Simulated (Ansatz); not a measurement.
# TlCl: the cost of one run

Method: DFT PBE, scalar-relativistic, plane waves, PAW, in Ansatz 0.2.0.

1 further run of the same task is left out (set aside as unsound or not needed). Runs told in other sessions of the task aren't counted.

**1. The system as given**

It takes space group Pm-3m (No. 221, cubic). The conventional cell has a = 3.901 Å, b = 3.901 Å, c = 3.901 Å, α = 90.00°, β = 90.00°, γ = 90.00°. Tl (site symmetry m-3m) has 8 Cl at 3.38 Å in its first shell of neighbours. Cl (site symmetry m-3m) has 8 Tl at 3.38 Å in its first shell of neighbours.

Structure file:

```
CELL_PARAMETERS angstrom
3.90054 0.00000 0.00000
0.00000 3.90054 0.00000
0.00000 0.00000 3.90054
ATOMIC_POSITIONS crystal
Tl 0.00000 0.00000 0.00000
Cl 0.50000 0.50000 0.50000
```

The cell was relaxed beforehand at this level, from a distorted copy of a database structure. At a tolerance of 0.02 Å it has space group Pm-3m (No. 221); it has 29.67 Å³/atom, an uncorrected energy of -1.01 eV/atom over the elements.

**2. Electronic structure at the relaxed geometry**

The input, input.yaml:

```yaml
crystal:
  lattice:
    - [3.9005350309, 0.0, 0.0]
    - [0.0, 3.9005350309, 0.0]
    - [0.0, 0.0, 3.9005350309]
  atoms:
    - { symbol: Tl, position: [0.0, 0.0, 0.0] }
    - { symbol: Cl, position: [0.5, 0.5, 0.5] }
basis:
  ecutwfc: 420
kpoints:
  mp_grid: { grid: [8, 8, 8] }
  band_path:
    path:
      - [[0.0, 0.0, 0.0], [0.0, 0.5, 0.0], [0.5, 0.5, 0.0], [0.0, 0.0, 0.0], [0.5, 0.5, 0.5], [0.0, 0.5, 0.0]]
      - [[0.5, 0.5, 0.5], [0.5, 0.5, 0.0]]
    npoints: 14
hamiltonian:
  xc: pbe
scf:
  occupations: { method: gaussian, width: 0.02 }
  n_extra_bands: 6
output:
  forces: true
  stress: true
  eigenvalues: true
  populations: true
  dos: { projected: true, de: 0.02, nscf_kmesh: { grid: [12, 12, 12] } }
  bader: true
```

The run is started by

```bash
> ansatz run input.yaml --threads 1 --pin off --max-ram 2560MiB --backend cpu --events-out ev --progress --plain --runs-dir out
```

**Question.** How long does this run take on 1 thread of Arm Neoverse N1, shared host, and how much memory does it need?

About 24 s, with a peak of 0.31 GiB.
